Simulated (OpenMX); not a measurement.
Ca:

```
Ca
1.0
     3.98000    0.00000    0.00000
    -1.99000    3.44678    0.00000
     0.00000    0.00000    6.52000
Ca
2
Direct
  0.66667 0.33333 0.75000
  0.33333 0.66667 0.25000
```

This isn't the form of Ca at room conditions, which is fcc.

```yaml
Program: OpenMX 3.8.5
Task: single point
Functional: PBE
Potentials_or_basis: OpenMX 2013 PBE set, Ca9.0-s3p2d1, grid cutoff 300 Ry
k_mesh: 9 × 9 × 5
Occupations: fermi-dirac, width 0.05 eV
Spin: no spin polarisation
```

On this cell: pressure -0.6 GPa; largest force 0.009 eV/Å; band gap on the k mesh none (metal or under the smearing width).

The same run follows on a disturbed copy (atoms moved at random, drawn with an rms of 0.05 Å):

```xyz
2
Lattice="3.9800 0.0000 0.0000 -1.9900 3.4468 0.0000 0.0000 0.0000 6.5200" Properties=species:S:1:pos:R:3 pbc="T T T"
Ca    2.0017    1.1661    4.9243
Ca   -0.0101    2.3159    1.6180
```

Q: What does the disturbed cell give?

A: The energy (extrapolated to zero smearing) moves by +0.9 meV/atom; pressure -0.6 GPa; largest force 0.071 eV/Å; band gap on the k mesh none (metal or under the smearing width).

Forces on the atoms (eV/Å):
```
Ca  -0.011 -0.013 -0.069
Ca   0.009  0.006  0.068
```

Caveats: the cell was measured hot, at 723 K; the basis of atomic orbitals isn't converged, which shifts pressures, moduli and gaps.
